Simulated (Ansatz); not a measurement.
## Grids, density cutoff and precision for a charged defect: V_H in MgH2 (P4_2/mnm)

Question: how much does the real-space grids and precision change the (0/−1) level of V_H in MgH2 (P4_2/mnm), and what does each choice cost? Model: a cell of 72 host atoms with 1 H taken out.

Program: Ansatz 0.2.0. Level of theory: plane-wave PAW DFT; relaxations with PBE, then single points with PBE, on supercells at fixed charge in a uniform background. Results are calculated unless marked as measured.

## Step 1: Set-up

The cell holds 71 atoms: 24 Mg and 47 H. Cell: a = 9.033 Å, b = 9.033 Å, c = 9.039 Å, α = 90.0°, β = 90.0°, γ = 90.0°. It derives from MgH2 (space group P4_2/mnm). Nearest the centre at fractional (0.402, 0.598, 0.500): Mg25 at 1.94 Å, Mg67 at 1.96 Å, Mg61 at 1.96 Å, H47 at 2.50 Å, H70 at 2.76 Å, H15 at 2.76 Å, H9 at 2.76 Å, H64 at 2.76 Å. The cell carries charge −1.

As a file:

```xyz
71
Lattice="9.0326 0.0000 0.0000 0.0000 9.0326 0.0000 0.0000 0.0000 9.0391" Properties=species:S:1:pos:R:3 pbc="T T T"
Mg    2.2581    2.2581    1.5065
Mg    0.0000    0.0000    0.0000
H     3.1418    3.1418    0.0000
H     3.6326    0.8836    1.5065
H     1.3745    1.3745    0.0000
H     0.8836    3.6326    1.5065
Mg    2.2581    2.2581    4.5195
Mg    0.0000    0.0000    3.0130
H     3.1418    3.1418    3.0130
H     3.6326    0.8836    4.5195
H     1.3745    1.3745    3.0130
H     0.8836    3.6326    4.5195
Mg    2.2581    2.2581    7.5326
Mg    0.0000    0.0000    6.0261
H     3.1418    3.1418    6.0261
H     3.6326    0.8836    7.5326
H     1.3745    1.3745    6.0261
H     0.8836    3.6326    7.5326
Mg    2.2581    6.7744    1.5065
Mg    0.0000    4.5163    0.0000
H     3.1418    7.6581    0.0000
H     3.6326    5.3999    1.5065
H     1.3745    5.8908    0.0000
H     0.8836    8.1489    1.5065
Mg    2.2581    6.7744    4.5195
Mg    0.0000    4.5163    3.0130
H     3.1418    7.6581    3.0130
H     1.3745    5.8908    3.0130
H     0.8836    8.1489    4.5195
Mg    2.2581    6.7744    7.5326
Mg    0.0000    4.5163    6.0261
H     3.1418    7.6581    6.0261
H     3.6326    5.3999    7.5326
H     1.3745    5.8908    6.0261
H     0.8836    8.1489    7.5326
Mg    6.7744    2.2581    1.5065
Mg    4.5163    0.0000    0.0000
H     7.6581    3.1418    0.0000
H     8.1489    0.8836    1.5065
H     5.8908    1.3745    0.0000
H     5.3999    3.6326    1.5065
Mg    6.7744    2.2581    4.5195
Mg    4.5163    0.0000    3.0130
H     7.6581    3.1418    3.0130
H     8.1489    0.8836    4.5195
H     5.8908    1.3745    3.0130
H     5.3999    3.6326    4.5195
Mg    6.7744    2.2581    7.5326
Mg    4.5163    0.0000    6.0261
H     7.6581    3.1418    6.0261
H     8.1489    0.8836    7.5326
H     5.8908    1.3745    6.0261
H     5.3999    3.6326    7.5326
Mg    6.7744    6.7744    1.5065
Mg    4.5163    4.5163    0.0000
H     7.6581    7.6581    0.0000
H     8.1489    5.3999    1.5065
H     5.8908    5.8908    0.0000
H     5.3999    8.1489    1.5065
Mg    6.7744    6.7744    4.5195
Mg    4.5163    4.5163    3.0130
H     7.6581    7.6581    3.0130
H     8.1489    5.3999    4.5195
H     5.8908    5.8908    3.0130
H     5.3999    8.1489    4.5195
Mg    6.7744    6.7744    7.5326
Mg    4.5163    4.5163    6.0261
H     7.6581    7.6581    6.0261
H     8.1489    5.3999    7.5326
H     5.8908    5.8908    6.0261
H     5.3999    8.1489    7.5326
```

Screening for the image-charge correction: ε∞ = (4.15, 4.15, 4.20), ε0 = (11.83, 11.83, 8.63), computed on the host (DFPT, PBEsol).

The cell's shortest repeat is 9.0 Å.

## Step 2: Relaxing both charge states, PBE

The study needs fixed structures, so each charge is relaxed once, at the zone centre alone, from small random displacements that break the symmetry of the site.

Input file qm1.relax/input.yaml:

```yaml
crystal:
  lattice:
    - [4.51628941, 0.0, 0.0]
    - [0.0, 4.51628941, 0.0]
    - [0.0, 0.0, 3.01303247]
  atoms:
    - { symbol: Mg, position: [0.5, 0.5, 0.5] }
    - { symbol: Mg, position: [0.0, 0.0, 0.0] }
    - { symbol: H, position: [0.695657, 0.695657, 0.0] }
    - { symbol: H, position: [0.804343, 0.195657, 0.5] }
    - { symbol: H, position: [0.304343, 0.304343, 0.0] }
    - { symbol: H, position: [0.195657, 0.804343, 0.5] }
  supercell: [2, 2, 3]
  defects: [{ vacancy: 27 }]
total_charge: -1
basis:
  ecutwfc: 420
  xc_grid: 2
hamiltonian:
  xc: pbe
  pseudopotentials: { kind: paw, azcp: { folder: soft_1 } }
kpoints:
  mp_grid: { grid: [1, 1, 1] }
scf:
  occupations: { method: fixed }
  max_iter: 100
output:
  forces: true
  charged_corrections:
    epsilon: [4.15, 4.15, 4.2]
    static_epsilon: [11.83, 11.83, 8.63]
    defect_position: [0.402171, 0.597829, 0.5]
relax:
  f_tol: 0.02
  max_steps: 60
  random_displacement: { amplitude: 0.05, seed: 2156 }
checkpoint:
  write: "../qm1.relax.run"
  compress: false
  write_wavefunctions: true
  write_every: 100000
```

On the command line:

```console
ansatz run input.yaml --threads 4 --pin off --max-ram 17899MiB --backend cpu --events-out ev --progress --plain --runs-dir out
```

Numbers of over 12 decimals in the logs are rounded to 6 here.

Output:

```text
[... repeated set-up lines and file paths are left out, and long positions are rounded to six places ...]
Engine: ansatz 0.2.0, x86_64-unknown-linux-gnu
Pseudopotentials: kind: paw
Pseudopotential: Mg, paw, valence charge 10, recommended cutoff 420 eV (normal), soft_1/Mg.paw.azcp
Pseudopotential: H, paw, valence charge 1, recommended cutoff 420 eV (normal), soft_1/H.paw.azcp
Functional definition: PBE
  parameter kappa = 0.804
  parameter beta = 0.066725
  exchange = pbe_x(kappa = kappa, mu = beta*pi^2/3)
  correlation = pbe_c(beta = beta)
Crystal: 71 atoms, lattice volume = 737.477 Å³
Basis set: ecut = 420 eV, 14371 PW (Γ), exchange–correlation on 128×128×128 points (8 copies of the dense FFT grid, shifted against one another)
Bands: 215, of which v1, the nominal top of the filled ones, is band 144 counted from 1 (143 counted from 0)
Symmetry: 1 space group operations
k-points: 1
Non-local potential: Mg, projectors of the file, l = 0: 3, l = 1: 2, l = 2: 1
Non-local potential: H, projectors of the file, l = 0: 2, l = 1: 1
PAW form: soft (Blöchl's): semilocal exchange-correlation on the pseudo side does not see the compensation charge
PAW one-centre angular grid: Mg, 110 points (default); XC on 64 Gauss nodes
PAW one-centre angular grid: H, 110 points (default); XC on 64 Gauss nodes
Initial density: superposition of atomic densities (chi_scale 0.1, normalization cell, long waves kept (reshape's long-wave potential 0.04 eV rms))
Initial wavefunctions: pseudopotential atomic-orbital guess
Functional: x = pbe(κ = 0.804, μ = 0.219515), c = pbe(β = 0.066725)
SCF iter   1: F=—  HF=-46936.565086 eV  |F-HF|=—  |Δ(HF+E_count)|=         —  Δρ=8.02e-2  dr2=4.23e1  ethr=3.10e-3  ⟨swp⟩=5.0  Hψ=612  notcnv=0  defer=65
preconditioner: auto → Resta (q_TF=auto, 2.333 Å⁻¹)  ε∞=2.5  [insulator: Δε(μ)=1.555 eV  Ē_g=10.941 eV  n_scr=170 (ndim 8)  ℏωp=13.4 eV  f_vac=0.000  ε∞_Penn≈2.5]
SCF iter   2: F=—  HF=-46925.337661 eV  |F-HF|=—  |Δ(HF+E_count)|=    1.12e1  Δρ=3.70e-2  dr2=1.00e1  ethr=3.10e-3  ⟨swp⟩=2.0  Hψ=280  notcnv=0  defer=63
SCF iter   3: F=—  HF=-46922.349044 eV  |F-HF|=—  |Δ(HF+E_count)|=    2.99e0  Δρ=4.22e-3  dr2=6.47e-2  ethr=3.10e-3  ⟨swp⟩=2.0  Hψ=210  notcnv=0  defer=65
SCF iter   4: F=—  HF=-46922.422335 eV  |F-HF|=—  |Δ(HF+E_count)|=   7.33e-2  Δρ=5.46e-4  dr2=1.67e-3  ethr=2.25e-5  ⟨swp⟩=4.0  Hψ=275  notcnv=0  defer=69
SCF iter   5: F=—  HF=-46922.425087 eV  |F-HF|=—  |Δ(HF+E_count)|=   2.75e-3  Δρ=9.12e-5  dr2=8.49e-5  ethr=5.81e-7  ⟨swp⟩=2.0  Hψ=298  notcnv=0  defer=69
SCF iter   6: F=—  HF=-46922.425182 eV  |F-HF|=—  |Δ(HF+E_count)|=   9.48e-5  Δρ=2.58e-5  dr2=1.04e-5  ethr=3.47e-9  ⟨swp⟩=6.0  Hψ=578  notcnv=0
SCF iter   7: F=-46922.425183 eV  HF=-46922.425184 eV  |F-HF|=6.13e-7  |Δ(HF+E_count)|=   2.29e-6  Δρ=6.21e-6  dr2=7.82e-7  ethr=3.47e-9  ⟨swp⟩=5.0  Hψ=533  notcnv=0
SCF 1 converged in 7 iterations: F = -46922.425183 eV  dr2 = 7.82e-7
[...]
relax step   1: F+E_penalty+E_count = -46922.42518323 eV  Δ(F+E_penalty+E_count) = +0.000e0 eV  max|allowed force component| = 8.615e-1 eV/Å  Δτ_max = 0.0000 Å  (7 SCF iters, dr2 threshold 1.00e-5 eV, accepted)
[...]
relax step   2: F+E_penalty+E_count = -46923.13292234 eV  Δ(F+E_penalty+E_count) = -7.077e-1 eV  max|allowed force component| = 2.829e-1 eV/Å  Δτ_max = 0.1947 Å  (5 SCF iters, dr2 threshold 4.64e-5 eV, accepted)
[...]
relax step   4: F+E_penalty+E_count = -46923.21216001 eV  Δ(F+E_penalty+E_count) = -3.524e-3 eV  max|allowed force component| = 1.199e-2 eV/Å  Δτ_max = 0.0284 Å  (5 SCF iters, accepted)
NSCF: frozen V_eff on 1 k-points
the search or the solves at the SCF's close may have found levels that the self-consistency loop had missed (the run counts none). By its estimate they hold under 1e-12 electrons; where the run keeps them, the occupations were computed again with them
[...]
SCF converged after 5 iterations
Free energy (F): -46923.212160 eV
Harris-Foulkes:  -46923.212160 eV  (|F-HF|=5.76e-9)
Internal energy: -46923.212160 eV  (E = F + TS)
E sigma→0 (E₀):  -46923.212160 eV
Fermi energy:    4.296650 eV
--- Per-component energies (eV) ---
  E_band       = -9035.235110
  E_kinetic    = 2349.583403
  E_local      = -43637.884631  (includes V_loc(G=0)·N_el)
  E_nonlocal   = 4699.739602
  E_hartree    = 15012.075586
  E_xc         = -1077.168616
  E_vxc        = -1390.223852  (∫ρ·V_xc dr)
  E_paw        = -7253.093571  (= ΣΔE_a)
  E_vpaw       = -1080.544391  (= ΣTr[D̂ρ^β])
  E_aug_tail   = -0.058579  (compensation charges beyond the density's cutoff)
  E_ewald      = -17016.405355
  E_smearing   = -0.000000  (= −TS)
  E_closure    = -0.000000  (closes the sum)
  E_deformation_potential = -9.873248  (in the stress; not in F)
  Σ components = -46923.212160   (vs F -46923.212160, Δ=0.00e0)
--- Forces (eV/Å), atoms counted from 1 ---
  atom   1  Mg    -0.00471441    -0.00443925    -0.00258721
  atom   2  Mg    -0.00076214     0.00107608     0.00012407
  [... 22 atoms left out ...]
  atom  25  Mg    -0.00877958     0.00938336    -0.00168686
  [... 1 atom left out ...]
  atom  27  H      0.00282953    -0.00197987     0.00393573
  atom  28  H      0.00142457    -0.00311283     0.00592880
  [... 3 atoms left out ...]
  atom  32  H      0.00371312    -0.00200532    -0.00277313
  [... 1 atom left out ...]
  atom  34  H      0.00061069    -0.00478093    -0.00291294
  [... 12 atoms left out ...]
  atom  47  H     -0.01198623     0.00958923     0.00127435
  [... 13 atoms left out ...]
  atom  61  Mg     0.00596037    -0.00721978    -0.00371706
  [... 2 atoms left out ...]
  atom  64  H     -0.00323988    -0.00297269     0.00322497
  [... 2 atoms left out ...]
  atom  67  Mg     0.00504342    -0.00559094     0.00097950
  [... 2 atoms left out ...]
  atom  70  H     -0.00310860    -0.00358063    -0.00112365
  [... 1 atom left out ...]
  max |Σ_I F_I| component: 5.60e-5 eV/Å
--- Charged-cell corrections in eV (Makov–Payne, q = -1.000 e, ε = [11.830, 11.830, 8.630]) ---
  F (periodic)     = -46923.212160  (uncorrected; the corrections below are reported, never added to it)
  E_corr1          = +0.210478  (monopole, q²α_M/2ε̄L, of the cell on which ε is isotropic)
  F Makov-Payne    = -46923.001682  (F + E_corr1; no measured alignment; for a localised charge, not one spread in a band: unchecked)
  no potential alignment in this run, which stands beside a crystal: run the host's input off ansatz write-host-input, and read the two finished runs by ansatz place-levels (neither reads a slab, a wire or a sheet, whose cell leaves a vacuum)
--- Band table (eV) ---
  k-point 0: bands = ["-71.9215", "-71.9204", "-71.9203", "-71.9192", [... 207 left out ...] "13.4529", "13.4923", "13.6367", "13.7380"]
--- Relaxed structure (4 steps of the walk, 4 accepted, 0 SCFs on fresh bases) ---
  F+E_penalty+E_count = -46923.21216001 eV   max|allowed force component| = 1.199e-2 eV/Å
  atoms:
    - { symbol: Mg, position: [0.250078, 0.248558, 0.166619] }
    - { symbol: Mg, position: [-0.001891, 0.002232, -0.000152] }
    [... 22 atoms left out ...]
    - { symbol: Mg, position: [0.273586, 0.726814, 0.499819] }
    [... 1 atom left out ...]
    - { symbol: H, position: [0.345028, 0.852111, 0.328834] }
    - { symbol: H, position: [0.148218, 0.655401, 0.328798] }
    [... 3 atoms left out ...]
    - { symbol: H, position: [0.344954, 0.852200, 0.670759] }
    [... 1 atom left out ...]
    - { symbol: H, position: [0.148205, 0.655447, 0.670718] }
    [... 12 atoms left out ...]
    - { symbol: H, position: [0.603118, 0.397635, 0.499772] }
    [... 13 atoms left out ...]
    - { symbol: Mg, position: [0.490988, 0.509313, 0.341683] }
    [... 2 atoms left out ...]
    - { symbol: H, position: [0.658067, 0.651950, 0.329084] }
    [... 2 atoms left out ...]
    - { symbol: Mg, position: [0.491023, 0.509273, 0.658054] }
    [... 2 atoms left out ...]
    - { symbol: H, position: [0.658084, 0.651964, 0.670551] }
    [... 1 atom left out ...]
```

Wall time 3.9 s (4 threads of AMD EPYC 9R45, shared host); peak memory 0.85 GiB.

The steps of the relaxation:

| step | energy less that of the first step (eV) | largest force component (eV/Å) |
| --- | --- | --- |
| 1 | 0.0000 | 0.8615 |
| 2 | -0.7077 | 0.2829 |
| 3 | -0.7835 | 0.0408 |
| 4 | -0.7870 | 0.0120 |

The atoms that moved most (Å, from the sites as typed, ahead of the random displacement, the mean shift of all atoms taken out):

| atom | dx | dy | dz | length |
| --- | --- | --- | --- | --- |
| Mg25 | 0.207 | -0.207 | 0.000 | 0.293 |
| Mg61 | -0.087 | 0.087 | 0.077 | 0.145 |
| Mg67 | -0.087 | 0.086 | -0.076 | 0.144 |
| H29 | 0.049 | -0.051 | 0.000 | 0.071 |
| H28 | -0.042 | 0.032 | -0.039 | 0.066 |
| H32 | -0.032 | 0.042 | 0.039 | 0.065 |
| H34 | -0.042 | 0.032 | 0.038 | 0.065 |
| H27 | -0.031 | 0.041 | -0.039 | 0.065 |

The atoms nearest to the centre after the run:

| atom | distance (Å) |
| --- | --- |
| Mg25 | 1.645 |
| Mg67 | 1.823 |
| Mg61 | 1.825 |
| H47 | 2.562 |
| H34 | 2.813 |
| H28 | 2.815 |
| H32 | 2.816 |
| H27 | 2.817 |
| H15 | 2.818 |
| H9 | 2.821 |
| H70 | 2.821 |
| H64 | 2.823 |

| charge | moment set (μB) | steps | largest displacement (Å) | time |
| --- | --- | --- | --- | --- |
| −1 | 0 | 4 | 0.29 | 3.9 s |
| 0 | 1 | 5 | 0.02 | 7.5 s |

The relaxation ends 11 meV an atom lower than the displaced start, with a largest force component of 0.012 eV/Å.

[end of part 1 of 2]

[Logs are printed without paths, hosts, clocks, repeated set-up lines and the standing remarks that a program may print on its own settings, such as how far it seeks lower states.]

[Hosts, paths, dates, database ids (printed as entryN), source tags and the programs' standing remarks are cut or masked in the printed files.]

[Where a table of states has a column of steps, it counts the stored structures, which are thinned; the runs took as many ionic steps or more.]

[For some hosts the program warned that the k-mesh of the response run may be too coarse for force constants and the static dielectric constant; such warnings are not shown here.]
